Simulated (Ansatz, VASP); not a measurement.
**Sn in VASP and in Ansatz**

File INCAR:

```
SYSTEM = Sn
ALGO     = Normal         ! electronic algorithm
EDIFF    = 1E-6           ! SCF threshold, eV
ENCUT    = 520            ! plane-wave cutoff, eV
ISIF     = 2              ! what is computed and relaxed
ISMEAR   = -1             ! smearing method
LASPH    = .True.         ! aspherical terms in the spheres
LCHARG   = .False.        ! write CHGCAR
LREAL    = .False.        ! projectors in reciprocal space
LWAVE    = .False.        ! write WAVECAR
NBANDS   = 13             ! bands
NELM     = 80             ! most SCF steps
PREC     = Accurate       ! precision mode
SIGMA    = 0.1            ! smearing width, eV
```

The input KPOINTS:

```
k-points
0
Gamma
  13 13 13
  0 0 0
```

File POSCAR:

```
Sn
1.0
    0.0000000000      2.2496094167      2.2496094167
    2.2496094167      0.0000000000      2.2496094167
    2.2496094167      2.2496094167      0.0000000000
Sn
1
Direct
    0.0000000000      0.0000000000      0.0000000000
```

Input for Ansatz:

```yaml
crystal:
  lattice:
    - [0.0, 2.2496094167, 2.2496094167]
    - [2.2496094167, 0.0, 2.2496094167]
    - [2.2496094167, 2.2496094167, 0.0]
  atoms:
    - { symbol: Sn, position: [0.0, 0.0, 0.0] }
hamiltonian:
  xc: lda
  pseudopotentials:
    kind: paw
    azcp:
      Sn: "pseudopotentials/Sn.paw.azcp"
basis:
  ecutwfc: 420
  fft_grid_basis: typed
kpoints:
  mp_grid: { grid: [13, 13, 13], shift: [0, 0, 0] }
magnetization:
  spin_polarized: false
scf:
  occupations: { method: fermi_dirac, width: 0.1 }
  lower_state_search: "off"
output:
  stress: true
  write_density: true
  write_potential: true
  elf: true
  volumetric_format: npy
```

Alike in both runs: task single point; functional LDA; k mesh 13 × 13 × 13; occupations fermi-dirac, width 0.1 eV; no spin polarisation.

```csv
,VASP,Ansatz
version,VASP 6.6.1,Ansatz 0.2.0
potentials or method,"VASP PAW LDA potentials, release 64 (Sn_d)","plane waves (420 eV) with PAW, scalar-relativistic"
plane-wave cutoff (eV),520,420
valence electrons in the cell,14,14
```

```tsv
	VASP	Ansatz	Ansatz less VASP
pressure (GPa)	9.8	9.8	-0.08
```

Ansatz warned: «pseudo_functional_mismatch».
